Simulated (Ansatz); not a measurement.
**Ti: a line through an energy map**

The task here is to estimate one member of a computed series from the others.

This is Ti in the fcc structure; at room conditions it is hcp.

Method: DFT PBE, scalar-relativistic, plane waves, PAW, in Ansatz 0.2.0.

27 further runs of the same task are left out: 27 set aside as unsound or not needed.

**The system as given**

The structure is cubic, space group Fm-3m (No. 225). The conventional cell has a = 4.112 Å, b = 4.112 Å, c = 4.112 Å, α = 90.00°, β = 90.00°, γ = 90.00°. Ti (site symmetry m-3m) is surrounded by 12 Ti at 2.91 Å.

Structure file:

```cif
data_structure
_symmetry_space_group_name_H-M 'Fm-3m'
_symmetry_Int_Tables_number 225
_cell_length_a 4.1120
_cell_length_b 4.1120
_cell_length_c 4.1120
_cell_angle_alpha 90.000
_cell_angle_beta 90.000
_cell_angle_gamma 90.000
_cell_volume 69.53
loop_
_atom_site_label
_atom_site_type_symbol
_atom_site_symmetry_multiplicity
_atom_site_Wyckoff_symbol
_atom_site_fract_x
_atom_site_fract_y
_atom_site_fract_z
_atom_site_occupancy
Ti1 Ti 4 a 0.00000 0.00000 0.00000 1
```

This cell was relaxed beforehand with the same method: volume 17.38 Å³/atom, gap on the mesh none (metal).

**The scan**

The energy is mapped over volume and a fixed ferromagnetic moment.

- volume per atom: 7 values from 14.25 to 20.51 Å³
- total spin moment of the cell, held fixed: 9 values from 0.000 to 1.000 μB

Nothing else is relaxed (shape and fractional coordinates fixed). Points are written as (first, second).

Set-up of the first run:

input.yaml

```yaml
crystal:
  lattice:
    - [0.0, 1.9243855913, 1.9243855913]
    - [1.9243855913, 0.0, 1.9243855913]
    - [1.9243855913, 1.9243855913, 0.0]
  atoms:
    - { symbol: Ti, position: [0.0, 0.0, 0.0], spin: 0.125 }
basis:
  ecutwfc: 520.0
kpoints:
  mp_grid: { grid: [20, 20, 20] }
hamiltonian:
  xc: pbe
  pseudopotentials: { kind: paw }
scf:
  occupations: { method: gaussian, width: 0.15 }
  lower_state_search: "off"
output:
  forces: true
  stress: true
  eigenvalues: true
  populations: true
magnetization:
  spin_polarized: true
  initial_magnetization: 0.125
  spin_locking: { lock_magnetization: hard }
```

Run with:

```console
ansatz run input.yaml --threads 1 --pin off --max-ram 2048MiB --backend cpu --events-out ev --progress --plain --runs-dir out
```

Among the steps run: Grid point (14.25 Å³, 0.125 μB); The run at (15.30 Å³, 0.125 μB); The run at (16.34 Å³, 0.125 μB); Point (17.38 Å³, 0.125 μB); The run at (19.47 Å³, 0.125 μB); Point (20.51 Å³, 0.125 μB).

One table of the session follows, with a row left open; its other results are not shown here.

It belongs to the step «The line in numbers». 

| volume per atom (Å³) | energy (meV/atom) | pressure (GPa) |
| --- | --- | --- |
| 14.25 | 254 | 29.8 |
| 15.30 | 103 | 17.2 |
| 16.34 | ? | ? |
| 17.38 | 0 | 0.1 |
| 18.42 | 19 | −5.6 |
| 19.47 | 70 | −9.9 |
| 20.51 | 145 | −13.2 |

**Question.** Estimate the row for volume per atom (Å³) = 16.34.

Worked estimate for «energy (meV/atom)». A straight line through the neighbours (15.30, 103) and (17.38, 0) gives 103 + (0 − 103) × (16.34 − 15.30) / (17.38 − 15.30) = 52; a parabola fitted to 4 rows on both sides gives 23.

The run gave: energy (meV/atom): 24; pressure (GPa): 7.5. In «energy (meV/atom)» the line misses by +28 and the parabola by -1.

Energies count from the lowest point of the line. Rows without a step come from runs not printed here or follow by symmetry.

Three points round the minimum, joined by a parabola, put the minimum at 17.445 Å³, with a curvature of about 39 meV/atom per (Å³)². The well is lopsided: two grid steps out, the energy rises by 103 meV/atom towards smaller values and 70 meV/atom towards larger ones. The highest point computed, at 14.25 Å³, lies 254 meV/atom above the lowest.

Caveats from the session: Warnings in the runs' records: stress scf threshold loose.
